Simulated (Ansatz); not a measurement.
GeTe (alpha-GeTe type, space group R3m)

```yaml
crystal:
  lattice:
    - [2.09375, 1.20882, 3.68733]
    - [-2.09375, 1.20882, 3.68733]
    - [0.00000, -2.41765, 3.68733]
  atoms:
    - { symbol: Ge, position: [0.23183, 0.23183, 0.23183] }
    - { symbol: Te, position: [0.76817, 0.76817, 0.76817] }
```

Two coordinates are scanned: the volume, and the ratio of the stretch along z (the conventional c axis) to the stretch across it. Atoms keep their fractional coordinates.

Computed with r2SCAN (plane waves to 500 eV, PAW, scalar-relativistic; Ansatz, a program for electronic structure). k mesh 10×10×10 (Γ-centred), Fermi-Dirac smearing 0.05 eV. Compression counts positive. As the atoms are clamped, bonds stretch with the cell, which overstates energies and stresses. As the smearing reaches across the gap at some points, the response to shear is sensitive to the k mesh, so small differences along c/a are uncertain. GeTe was relaxed with its symmetry unable to fall. Spin-orbit coupling is left out, though Te is heavy. The PAW data are Ansatz's earlier set.

At one point of the scan the stress tensor (GPa) is:

```
   -1.3      0.0      0.0
    0.0     -1.3      0.0
    0.0      0.0     -2.0
```

**Question.** Which point is it?
A) V/V₀ = 1.040, (c/a)/(c/a)₀ = 1.027
B) V/V₀ = 1.013, (c/a)/(c/a)₀ = 1.000
C) V/V₀ = 1.040, (c/a)/(c/a)₀ = 0.920
D) V/V₀ = 1.027, (c/a)/(c/a)₀ = 0.920

**Answer.** A, V/V₀ = 1.040, (c/a)/(c/a)₀ = 1.027

(Under strain, the slope of the energy per volume gives the stress and its curvature an elastic modulus.)
